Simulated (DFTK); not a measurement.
Here is a DFTK 0.8.2 calculation.

Contents of run.jl:

```julia
using DFTK
using PseudoPotentialData
using Unitful, UnitfulAtomic
using LinearAlgebra, Printf
include("save.jl")
disable_threading()

lines = readlines("Rh.cif")
tag(name) = parse(Float64, split(only(filter(startswith(name), lines)))[2])
a, b, c = tag.(["_cell_length_a", "_cell_length_b", "_cell_length_c"])
α, β, γ = deg2rad.(tag.(["_cell_angle_alpha", "_cell_angle_beta", "_cell_angle_gamma"]))
cx, cy  = cos(β), (cos(α) - cos(β) * cos(γ)) / sin(γ)
lattice = austrip(1u"Å") * [a b*cos(γ) c*cx; 0 b*sin(γ) c*cy; 0 0 c*sqrt(1 - cx^2 - cy^2)]
sites     = split.(lines[findlast(startswith("_atom_site_"), lines)+1:end])
symbols   = [Symbol(s[2]) for s in sites]
positions = [parse.(Float64, s[5:7]) for s in sites]
pseudopotentials = Dict(:Rh => "Rh.upf")
elements = Dict(s => ElementPsp(s, pseudopotentials; rcut=10.0) for s in unique(symbols))
atoms    = [elements[s] for s in symbols]

build_model(lattice, positions; symmetries=true) =
    model_DFT(lattice, atoms, positions;
              functionals=PBEsol(),
              temperature=austrip(0.05u"eV"),
              smearing=Smearing.FermiDirac(),
              symmetries)
Ecut  = 30.0  # hartree
kgrid = [10, 10, 10]
tol   = 1e-6
to_GPa = ustrip(uconvert(u"GPa", 1u"hartree/bohr^3"))

results["points"] = []
for scale in [0.94, 0.96, 0.98, 1.0, 1.02, 1.04, 1.06]
    println("\n=== scale = ", scale)
    model = build_model(cbrt(scale) * lattice, positions)
    basis = PlaneWaveBasis(model; Ecut, kgrid)
    t0 = time()
    scfres = self_consistent_field(basis;
                                   tol,
                                   nbandsalg=AdaptiveBands(model; n_bands_converge=13))
    seconds = time() - t0
    @printf "SCF: %d iterations, %.1f s\n" scfres.n_iter seconds
    forces = compute_forces_cart(scfres)
    stress = compute_stresses_cart(scfres)
    @printf "V = %.5f Å^3  F = %.8f Ha  max force = %.5f eV/Å  p = %.4f GPa\n" ustrip(auconvert(u"Å^3", model.unit_cell_volume)) scfres.energies.total ustrip(auconvert(u"eV/Å", maximum(norm, forces))) (-tr(stress) / 3 * to_GPa)
    push!(results["points"], save_scf!(scfres; forces, stress, d=Dict{String,Any}("seconds" => seconds, "n_matvec" => get(scfres, :n_matvec, 0))))
end

# third-order Birch-Murnaghan fit in x = V^(-2/3)
V = [0.94, 0.96, 0.98, 1.0, 1.02, 1.04, 1.06] * abs(det(lattice))
E = [p["total"] for p in results["points"]]
x = V .^ (-2 / 3)
c = [x .^ 0 x x .^ 2 x .^ 3] \ E
Δ = c[3]^2 - 3c[2] * c[4]
if Δ > 0
    x0 = (-c[3] + sqrt(Δ)) / 3c[4]
    B0 = 4 / 9 * x0^(7 / 2) * (2c[3] + 6c[4] * x0)
    @printf "V0 = %.4f Å^3  B0 = %.2f GPa\n" ustrip(auconvert(u"Å^3", x0^(-3 / 2))) B0 * to_GPa
end
```

Rh.cif

```cif
data_Rh
_cell_length_a 2.68396521
_cell_length_b 2.68396521
_cell_length_c 2.68396521
_cell_angle_alpha 60.00000000
_cell_angle_beta 60.00000000
_cell_angle_gamma 60.00000000
_space_group_name_H-M_alt 'P1'
_space_group_name_Hall 'P 1'
_space_group_IT_number 1
loop_
_space_group_symop_operation_xyz
'x,y,z'
loop_
_atom_site_label
_atom_site_type_symbol
_atom_site_symmetry_multiplicity
_atom_site_Wyckoff_symbol
_atom_site_fract_x
_atom_site_fract_y
_atom_site_fract_z
_atom_site_occupancy
Rh1 Rh 1 a 0.0000000000 0.0000000000 0.0000000000 1
```

Potentials or basis: SPMS 1.0 (PBE).

The run is started by

```sh
$ julia --threads=1 run.jl  # save.jl only writes the numbers to a file and isn't shown; printed stress counts tension as positive; times include loading and compiling
```

Question: Estimate the equilibrium volume.

Answer: 13.53 Å³/atom.

Question: Predict the bulk modulus.

Answer: 297 GPa.

Question: Predict the pressure derivative of the bulk modulus.

Answer: 5.1.

Energy against volume, from the lowest point:
```tsv
volume (Å³/atom)	energy (meV/atom)
12.851	33.59
13.125	10.64
13.398	0.00
13.671	0.23
13.945	10.10
14.218	28.46
14.492	54.32
```

Caveat: the potentials were made for another functional, which shifts forces and pressure.

**What was measured.**

From “Thermal equation of state of rhodium characterized by XRD in a resistively heated diamond anvil cell”, 2024, pmc:11535440, for a bulk crystal of Rh: bulk modulus 264 ± 1 GPa.

Measured bulk modulus of Rh: 264 GPa (quoted in “Thermal equation of state of rhodium characterized by XRD in a resistively heated diamond anvil cell”, 2024, pmc:11535440). This calculation gives 297 GPa (+12.6 %). The fit is for a static lattice scaled at fixed shape and fixed fractional positions.
